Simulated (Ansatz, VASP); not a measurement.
# One calculation of As, two programs

```xyz
3
Lattice="3.8495 0.0000 0.0000 -1.9247 3.3337 0.0000 0.0000 0.0000 4.6415" Properties=species:S:1:pos:R:3 pbc="T T T"
As    1.2831    0.0000    1.5472
As   -0.6416    1.1112    3.0943
As    1.2832    2.2225    0.0000
```

Alike in both runs: functional r2SCAN; k mesh 6 × 6 × 4; occupations gaussian, width 0.1 eV; no spin polarisation.

Ansatz relaxed the structure, and its values are those at the end. VASP's run is a single point on that final structure, the one shown.

|  | VASP | Ansatz |
| --- | --- | --- |
| version | VASP 6.6.1 | Ansatz 0.2.0 |
| potentials or method | VASP PAW PBE potentials, release 64 (As) | scalar-relativistic, plane waves, PAW |
| plane-wave cutoff (eV) | 520 | 500 |
| valence electrons in the cell | 15 | 45 |

|  | VASP | Ansatz | Ansatz less VASP |
| --- | --- | --- | --- |
| gap on the k mesh at the Fermi level (eV) | none | none | - |
| pressure (GPa) | 0.0 | 0.0 | +0.03 |

A gap of «none» marks a metal or a gap that the smearing closes. The two sets of potentials don't hold the same shells in valence.

Caveats: the PAW data sets were made with another functional, which shifts forces and pressure a little (VASP).
